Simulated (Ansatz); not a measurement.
# BP: the cost of one run

Program: Ansatz 0.2.0. Level of theory: DFT r2SCAN, scalar-relativistic, plane waves, PAW. These are calculated values, not measurements.

2 further runs of the same task are left out: 2 set aside as unsound or not needed.

## (1) The starting structure

It takes space group F-43m (No. 216, cubic). Conventional cell: a = 4.537 Å, b = 4.537 Å, c = 4.537 Å, α = 90.00°, β = 90.00°, γ = 90.00°. B (site symmetry -43m) is surrounded by 4 P at 1.96 Å. Around P (site symmetry -43m) lie 4 B at 1.96 Å.

As a file:

```cif
data_structure
_symmetry_space_group_name_H-M 'F-43m'
_symmetry_Int_Tables_number 216
_cell_length_a 4.5365
_cell_length_b 4.5365
_cell_length_c 4.5365
_cell_angle_alpha 90.000
_cell_angle_beta 90.000
_cell_angle_gamma 90.000
_cell_volume 93.36
loop_
_atom_site_label
_atom_site_type_symbol
_atom_site_symmetry_multiplicity
_atom_site_Wyckoff_symbol
_atom_site_fract_x
_atom_site_fract_y
_atom_site_fract_z
_atom_site_occupancy
B1 B 4 a 0.00000 0.00000 0.00000 1
P1 P 4 c 0.25000 0.25000 0.25000 1
```

It is the result of an earlier relaxation at this level (volume 11.67 Å³/atom; gap on the mesh: 1.41 eV).

## (2) The slab

Miller indices refer to the conventional cell of the relaxed bulk, F-43m (No. 216): a = 4.537 Å, b = 4.537 Å, c = 4.537 Å, α = 90.00°, β = 90.00°, γ = 90.00°.

A (100) slab, 7.9 Å thick as cut, with 17 Å of vacuum; its outer planes are B (top) and P (bottom).

The slab as cut. Layers, bottom to top:

| plane | atoms per cell | height over the lowest (Å) |
| --- | --- | --- |
| 1 | P | 0.00 |
| 2 | B | 1.13 |
| 3 | P | 2.27 |
| 4 | B | 3.40 |
| 5 | P | 4.54 |
| 6 | B | 5.67 |
| 7 | P | 6.80 |
| 8 | B | 7.94 |

## (3) The clean surface, relaxed

Contents of input.yaml:

```yaml
crystal:
  lattice:
    - [3.2078136916, 0.0, 0.0]
    - [0.0, 3.2078136916, 0.0]
    - [0.0, 0.0, 24.9389338494]
  atoms:
    - { symbol: P, position: [0.0, 0.5, 0.3408325332] }
    - { symbol: B, position: [0.5, 0.5, 0.3863089523] }
    - { symbol: P, position: [0.5, 0.0, 0.4317853714] }
    - { symbol: B, position: [0.0, 0.0, 0.4772617905] }
    - { symbol: P, position: [0.0, 0.5, 0.5227382095] }
    - { symbol: B, position: [0.5, 0.5, 0.5682146286] }
    - { symbol: P, position: [0.5, 0.0, 0.6136910477] }
    - { symbol: B, position: [0.0, 0.0, 0.6591674668] }
basis:
  ecutwfc: 500
kpoints:
  mp_grid: { grid: [8, 8, 1] }
hamiltonian:
  xc: r2scan
scf:
  occupations: { method: gaussian, width: 0.05 }
output:
  forces: true
  eigenvalues: true
  write_density: true
  write_potential: true
  elf: true
  volumetric_format: npy
relax:
  adjacent_minimum: "off"
  f_tol: 0.03
  max_steps: 70
  constraints: [{ sites: [0, 1, 2, 3] }]
efield:
  axis: 3
  dipole_correction: true
  ramp_width: 0.04
```

The run is started by

```sh
$ ansatz run input.yaml --threads 2 --pin off --max-ram 5120MiB --backend cpu --events-out ev --progress --plain --runs-dir out
```

What time and memory should one allow on 2 threads of Intel Xeon Platinum 8259CL at 2.50GHz (Skylake/Cascade Lake), shared host?

About 2.2 min, with a peak of 1 GiB.
